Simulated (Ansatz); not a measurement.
**Ti3Al (P6_3/mmc), generalised stacking fault**

Theory: DFT PBEsol, scalar-relativistic, plane waves, PAW (Ansatz 0.2.0). The runs took a 420 eV cutoff, a Γ-centred 8×8×5 mesh and Gaussian smearing (0.15 eV). No spin polarisation. Energies are free energies at this smearing, counted from the undisturbed cell; pressure is positive in compression.

The starting cell (relaxed at this level; it needn't be the usual structure):

```
CELL_PARAMETERS angstrom
-2.84390 -4.92578 0.00000
2.84390 -4.92578 0.00000
0.00000 0.00000 9.21544
ATOMIC_POSITIONS crystal
Ti 0.16969 0.66062 0.62500
Ti 0.16969 0.66062 0.12500
Ti 0.33938 0.83031 0.87500
Ti 0.33938 0.83031 0.37500
Ti 0.16969 0.16969 0.62500
Ti 0.16969 0.16969 0.12500
Ti 0.83031 0.33938 0.87500
Ti 0.83031 0.33938 0.37500
Ti 0.66062 0.16969 0.62500
Ti 0.66062 0.16969 0.12500
Ti 0.83031 0.83031 0.87500
Ti 0.83031 0.83031 0.37500
Al 0.66667 0.66667 0.62500
Al 0.66667 0.66667 0.12500
Al 0.33333 0.33333 0.87500
Al 0.33333 0.33333 0.37500
```

The cut lies on the cell's a–b face, a (0 0 1) plane (indices in the standard cell, whose axes needn't be the Cartesian ones shown) of area 28.02 Å², between layers 2.30 Å apart. Vector c is tilted by f times 1·a + 0·b (length 5.688 Å) with the atoms' Cartesian places fixed: one unrelaxed fault a cell. The cell is metallic on the mesh throughout.

| f | γ (mJ/m²) | shear traction, the slope of γ along the slip (GPa) |
| --- | --- | --- |
| 0.0000 | 0 | 0.0 |
| 0.1000 | 418 | 12.1 |
| 0.2000 | 978 | 5.4 |
| 0.3000 | 986 | -4.4 |
| 0.4000 | 591 | -8.4 |
| 0.5000 | 286 | 0.0 |

By symmetry 0.6000 repeats 0.4000, 0.8000 repeats 0.2000, 0.7000 repeats 0.3000, 0.9000 repeats 0.1000 in energy, with the opposite slope along the path.

Cost: 6 runs of about 5.9 core-minutes in all, on AMD EPYC 9R45 (Zen 5) (shared hosts).